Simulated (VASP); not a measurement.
# BAs (F-43m) in VASP: further runs, part 2 of 2

VASP 6.6.1. The steps go on from the part before.

### Step 3. Dielectric tensor, PBE

The input, INCAR:

```
SYSTEM = BAs
ALGO = Normal
EDIFF = 1E-8
ENCUT = 460
GGA = PE
ISIF = 2
ISMEAR = 0
LASPH = .True.
LCHARG = .False.
LEPSILON = .True.
LREAL = .False.
LWAVE = .False.
NELM = 100
PREC = Accurate
SIGMA = 0.01
```

The input, KPOINTS:

```
k-points
0
Gamma
  9 9 9
  0 0 0
```

The input, POSCAR:

```
BAs
1.0
    0.0000000000      2.3885000000      2.3885000000
    2.3885000000      0.0000000000      2.3885000000
    2.3885000000      2.3885000000      0.0000000000
As B
1 1
Direct
    0.7500000000      0.7500000000      0.7500000000
    0.0000000000      0.0000000000      0.0000000000
```

Potentials or basis: VASP PAW PBE potentials, release 64 (As, B).

On the command line:

```
$ cat potpaw_PBE.64/As/POTCAR potpaw_PBE.64/B/POTCAR > POTCAR
$ mpirun -np 1 vasp_std > vasp.out
```

OUTCAR:

```text
SYSTEM = BAs
   EDIFF = 1E-8
   ENCUT = 460
   GGA = PE
   ISIF = 2
   ISMEAR = 0
   LASPH = .True.
   LEPSILON = .True.
   LREAL = .False.
   NELM = 100
   PREC = Accurate

 Found     35 irreducible k-points:

 Following reciprocal coordinates:
            Coordinates               Weight
  0.000000  0.000000  0.000000      1.000000
  0.111111  0.000000  0.000000      8.000000
  0.222222  0.000000  0.000000      8.000000
  0.333333  0.000000  0.000000      8.000000
  0.444444  0.000000  0.000000      8.000000
  0.111111  0.111111  0.000000      6.000000
   k-points           NKPTS =     35   k-points in BZ     NKDIM =     35   number of bands    NBANDS=      8
   number of dos      NEDOS =    301   number of ions     NIONS =      2
   total plane-waves  NPLWV =  13824
[... 203 lines left out ...]
    -0.00018 -0.09224  0.00000
    -0.09224 -0.00018  0.00000
     0.00000  0.00000 -0.00015

 MACROSCOPIC STATIC DIELECTRIC TENSOR (including local field effects in DFT)
 ------------------------------------------------------
           9.980469     0.000000    -0.000000
           0.000000     9.980469    -0.000000
           0.000000     0.000000     9.980469
 ------------------------------------------------------

 PIEZOELECTRIC TENSOR (including local field effects)  for field in x, y, z        (e  Angst)
          XX          YY          ZZ          XY          YZ          ZX
  --------------------------------------------------------------------------------
  x     0.00000    -0.00000     0.00000     0.00000    -0.14972     0.00000
  y     0.00000     0.00000     0.00000     0.00000     0.00000    -0.14972
  z    -0.00000    -0.00000     0.00000    -0.14972     0.00000     0.00000

 PIEZOELECTRIC TENSOR (including local field effects)  for field in x, y, z        (C/m^2)
          XX          YY          ZZ          XY          YZ          ZX
  --------------------------------------------------------------------------------
  x     0.00000    -0.00000     0.00000     0.00000    -0.08802     0.00000
  y     0.00000     0.00000     0.00000     0.00000     0.00000    -0.08802
  z    -0.00000    -0.00000     0.00000    -0.08802     0.00000     0.00000

 BORN EFFECTIVE CHARGES (including local field effects) (in |e|, cummulative output)
 ---------------------------------------------------------------------------------
 ion    1
    1     0.52724    -0.00000     0.00000
    2     0.00000     0.52724     0.00000
    3    -0.00000     0.00000     0.52724
 ion    2
    1    -0.52724     0.00000    -0.00000
    2     0.00000    -0.52724     0.00000
    3     0.00000    -0.00000    -0.52724
```

OSZICAR:

```text
N       E                     dE             d eps       ncg     rms          rms(c)
DAV:   1     0.108787434056E+02    0.10879E+02   -0.37486E+03   568   0.806E+02
DAV:   2    -0.117626018709E+02   -0.22641E+02   -0.21954E+02   856   0.101E+02
DAV:   3    -0.120442333629E+02   -0.28163E+00   -0.28163E+00   624   0.155E+01
[... 12 lines left out ...]
RMM:   5    -0.730011929081E+00   -0.56950E-02   -0.22839E-04  3243   0.120E-01    0.115E-02
RMM:   6    -0.730351270057E+00   -0.33934E-03   -0.43450E-06  3392   0.176E-02    0.569E-03
RMM:   7    -0.730582537300E+00   -0.23127E-03   -0.22389E-06  3267   0.134E-02    0.499E-04
RMM:   8    -0.730595852631E+00   -0.13315E-04   -0.57859E-08  3516   0.996E-04    0.214E-04
RMM:   9    -0.730592670359E+00    0.31823E-05   -0.30908E-08  3301   0.482E-04    0.362E-05
RMM:  10    -0.730592735810E+00   -0.65451E-07   -0.42888E-08  2922   0.118E-04    0.668E-06
```

Run time: 3 min. Hardware: 1 thread of AMD EPYC, shared host; peak memory 0.16 GiB.

The run converged, but some of its settings lie outside the range that counts as converged, so its numbers aren't taken as properties of the crystal.

Results:

```yaml
Band_gap_on_the_k_mesh: 1.23 eV, indirect (least direct gap 3.28 eV)
Electronic_dielectric_tensor_diagonal: 9.98
Born_charges_mean_of_the_diagonal: As +0.53; B -0.53 e
```

Caveat: an odd mesh through Γ misses points on the zone boundary, where band edges often lie.

### Step 4. Dielectric tensor, PBE

INCAR: that of step 3 with these lines changed.

```diff
@@ -3,3 +3,3 @@
 EDIFF = 1E-8
-ENCUT = 460
+ENCUT = 650
 GGA = PE
```

The input, KPOINTS:

```
k-points
0
Gamma
  8 8 8
  0 0 0
```

POSCAR is that of step 3.

Potentials or basis: VASP PAW PBE potentials, release 64 (As, B).

On the command line:

```
$ cat potpaw_PBE.64/As/POTCAR potpaw_PBE.64/B/POTCAR > POTCAR
$ mpirun -np 1 vasp_std > vasp.out
```

OUTCAR:

```text
SYSTEM = BAs
   EDIFF = 1E-8
   ENCUT = 650
   GGA = PE
   ISIF = 2
   ISMEAR = 0
   LASPH = .True.
   LEPSILON = .True.
   LREAL = .False.
   NELM = 100
   PREC = Accurate

 Found     29 irreducible k-points:

 Following reciprocal coordinates:
            Coordinates               Weight
  0.000000  0.000000  0.000000      1.000000
  0.125000  0.000000  0.000000      8.000000
  0.250000  0.000000  0.000000      8.000000
  0.375000  0.000000  0.000000      8.000000
  0.500000  0.000000  0.000000      4.000000
  0.125000  0.125000  0.000000      6.000000
   k-points           NKPTS =     29   k-points in BZ     NKDIM =     29   number of bands    NBANDS=      8
   number of dos      NEDOS =    301   number of ions     NIONS =      2
   total plane-waves  NPLWV =  21952
[... 203 lines left out ...]
    -0.00012 -0.08873  0.00000
    -0.08873 -0.00012  0.00000
     0.00000  0.00000 -0.00022

 MACROSCOPIC STATIC DIELECTRIC TENSOR (including local field effects in DFT)
 ------------------------------------------------------
          10.174684     0.000000     0.000000
           0.000000    10.174684    -0.000000
          -0.000000     0.000000    10.174684
 ------------------------------------------------------

 PIEZOELECTRIC TENSOR (including local field effects)  for field in x, y, z        (e  Angst)
          XX          YY          ZZ          XY          YZ          ZX
  --------------------------------------------------------------------------------
  x     0.00000    -0.00000     0.00000     0.00000    -0.14316     0.00000
  y     0.00000    -0.00000     0.00000     0.00000     0.00000    -0.14316
  z     0.00000    -0.00000     0.00000    -0.14316     0.00000     0.00000

 PIEZOELECTRIC TENSOR (including local field effects)  for field in x, y, z        (C/m^2)
          XX          YY          ZZ          XY          YZ          ZX
  --------------------------------------------------------------------------------
  x     0.00000    -0.00000     0.00000     0.00000    -0.08416     0.00000
  y     0.00000    -0.00000     0.00000     0.00000     0.00000    -0.08416
  z     0.00000    -0.00000     0.00000    -0.08416     0.00000     0.00000

 BORN EFFECTIVE CHARGES (including local field effects) (in |e|, cummulative output)
 ---------------------------------------------------------------------------------
 ion    1
    1     0.52420    -0.00000     0.00000
    2     0.00000     0.52420    -0.00000
    3     0.00000     0.00000     0.52420
 ion    2
    1    -0.52420     0.00000     0.00000
    2     0.00000    -0.52420     0.00000
    3     0.00000     0.00000    -0.52420
```

OSZICAR:

```text
N       E                     dE             d eps       ncg     rms          rms(c)
DAV:   1     0.174367185733E+02    0.17437E+02   -0.43415E+03   464   0.104E+03
DAV:   2    -0.116267002211E+02   -0.29063E+02   -0.28174E+02   672   0.121E+02
DAV:   3    -0.120453698018E+02   -0.41867E+00   -0.41867E+00   560   0.188E+01
[... 12 lines left out ...]
RMM:   5    -0.745573130481E+00   -0.57539E-02   -0.23183E-04  2441   0.121E-01    0.116E-02
RMM:   6    -0.745920238200E+00   -0.34711E-03   -0.45923E-06  2551   0.181E-02    0.574E-03
RMM:   7    -0.746155935792E+00   -0.23570E-03   -0.23236E-06  2474   0.137E-02    0.507E-04
RMM:   8    -0.746169482214E+00   -0.13546E-04   -0.70764E-08  2673   0.103E-03    0.220E-04
RMM:   9    -0.746166318291E+00    0.31639E-05   -0.17152E-09  2490   0.505E-04    0.365E-05
RMM:  10    -0.746166378285E+00   -0.59995E-07   -0.27657E-08  2210   0.122E-04    0.697E-06
```

Wall time 3.6 min (1 thread of AMD EPYC, shared host); peak memory 0.19 GiB.

These settings aren't checked as converged: the numbers below hold their error.

Results:

- Band gap on the k mesh: 1.19 eV, indirect (least direct gap 3.28 eV)
- Electronic dielectric tensor (diagonal): 10.17
- Born charges (mean of the diagonal): As +0.52; B -0.52 e

### Step 5. G0W0 quasiparticle levels, PBE

POSCAR is that of step 4.

The input, INCAR.step1:

```
SYSTEM = BAs
PREC = Accurate
ENCUT = 520
EDIFF = 1E-8
ISMEAR = 0
SIGMA = 0.01
LREAL = .False.
LASPH = .True.
NELM = 100
ALGO = Fast
LWAVE = .True.
LCHARG = .False.
GGA = PE
```

The input, INCAR.step2:

```
SYSTEM = BAs
PREC = Accurate
ENCUT = 520
EDIFF = 1E-8
ISMEAR = 0
SIGMA = 0.01
LREAL = .False.
LASPH = .True.
NELM = 1
ALGO = Exact
LWAVE = .True.
LCHARG = .False.
GGA = PE
NBANDS = 167
LOPTICS = .True.
ISTART = 1
```

The input, INCAR.step3:

```
SYSTEM = BAs
PREC = Accurate
ENCUT = 520
EDIFF = 1E-8
ISMEAR = 0
SIGMA = 0.01
LREAL = .False.
LASPH = .True.
ALGO = EVGW0
LWAVE = .False.
LCHARG = .False.
GGA = PE
NELMGW = 1
NBANDS = 167
ENCUTGW = 260
NOMEGA = 72
PRECFOCK = Fast
ISTART = 1
NBANDSGW = 12
```

The input, KPOINTS:

```
Automatic mesh
0
Gamma
  5 5 5
  0 0 0
```

Potentials or basis: VASP PAW PBE potentials, release 64 (As_GW, B_GW).

On the command line:

```
$ cat potpaw_PBE.64/As_GW/POTCAR potpaw_PBE.64/B_GW/POTCAR > POTCAR
$ cp INCAR.step1 INCAR
$ mpirun -np 1 vasp_std > vasp.out
$ cp INCAR.step2 INCAR
$ mpirun -np 1 vasp_std > vasp.out
$ cp INCAR.step3 INCAR
$ mpirun -np 1 vasp_std > vasp.out
```

OUTCAR:

```text
SYSTEM = BAs
   PREC = Accurate
   ENCUT = 520
   EDIFF = 1E-8
   ISMEAR = 0
   LREAL = .False.
   LASPH = .True.
   GGA = PE
   NELMGW = 1
   ENCUTGW = 260
   PRECFOCK = Fast
   ISTART = 1

 ion  position               nearest neighbor table
   1  0.750  0.750  0.750-   2 2.07   2 2.07   2 2.07   2 2.07
[... 186 lines left out ...]
      2       6.1791       5.5516     -13.3868     -12.5912     -14.1015       0.7888       2.0000       0.0285
      3       6.1791       5.5516     -13.3868     -12.5912     -14.1015       0.7888       2.0000       0.0285
      4       6.1791       5.5516     -13.3868     -12.5912     -14.1015       0.7888       2.0000       0.0285
      5       9.4485       9.6700     -11.1031     -11.3848      -6.6940       0.7861       0.0000      -0.0560
      6       9.4485       9.6700     -11.1031     -11.3848      -6.6940       0.7861       0.0000      -0.0560
      7       9.4485       9.6700     -11.1031     -11.3848      -6.6940       0.7861       0.0000      -0.0560
      8      10.8402      11.2736     -12.0424     -12.6145      -6.5910       0.7575       0.0000      -0.0834
      9      15.7462      15.6848      -9.0082      -8.9298      -3.0868       0.7835       0.0000      -0.2361
     10      19.1216      19.0743     -10.4692     -10.4084      -4.3818       0.7778       0.0000      -0.3231
     11      19.1216      19.0743     -10.4692     -10.4084      -4.3818       0.7778       0.0000      -0.3231
     12      20.5354      20.5004      -9.0790      -9.0336      -2.5193       0.7701       0.0000      -0.4447
[... 132 lines left out ...]
      1      -5.5129      -6.1888     -13.1062     -12.1770     -18.4687       0.7275       2.0000       0.6506
      2      -1.4553      -2.2677     -13.2019     -12.0792     -17.1397       0.7236       2.0000       0.2453
      3       0.7052      -0.0656     -12.2579     -11.2333     -14.8429       0.7523       2.0000       0.0948
      4       2.0126       1.2672     -12.4703     -11.4923     -14.5285       0.7621       2.0000       0.0596
      5      10.5871      10.7270     -10.7794     -10.9597      -5.7818       0.7760       0.0000      -0.0743
      6      11.4778      11.6390     -10.5282     -10.7363      -5.2950       0.7748       0.0000      -0.0885
      7      12.2867      12.4495     -10.9790     -11.1913      -5.5764       0.7669       0.0000      -0.1069
      8      15.8402      16.1014     -11.4133     -11.7658      -4.7240       0.7411       0.0000      -0.2875
      9      17.2764      17.3733     -11.0504     -11.1791      -4.3927       0.7533       0.0000      -0.3312
     10      20.3589      20.3831     -10.8026     -10.8342      -3.9604       0.7636       0.0000      -0.5313
     11      22.7687      22.9304     -11.0322     -11.2500      -3.3940       0.7425       0.0000      -0.7794
     12      24.6163      24.6354     -10.0214     -10.0465      -2.8865       0.7616       0.0000      -0.7845
```

Wall time 2.1 min (1 thread of Intel Xeon 6975P-C (Granite Rapids), shared host); peak memory 0.6 GiB.

Results:

```yaml
Band_gap_on_the_k_mesh_mean-field_level: 1.17 eV, indirect (least direct gap 3.27 eV)
Quasiparticle_gap: 1.79 eV
Least_direct_quasiparticle_gap: 4.12 eV
```

Caveat: the k mesh is coarse (spacing up to 0.46 Å⁻¹), so the values aren't converged; bands, screening cutoff and mesh are small and nothing is extrapolated, so the quasiparticle values aren't converged; an odd mesh through Γ misses points on the zone boundary, where band edges often lie.

### Step 6. For comparison

An earlier run on the cell as given: functional PBE; potentials or basis VASP PAW PBE potentials, release 64 (As, B); cutoff 520 eV; k mesh 10 × 10 × 10; occupations fermi-dirac, width 0.05 eV; no spin polarisation.

* Pressure: 3.4 GPa
* Band gap on the k mesh: 1.18 eV, indirect (least direct gap 3.28 eV)
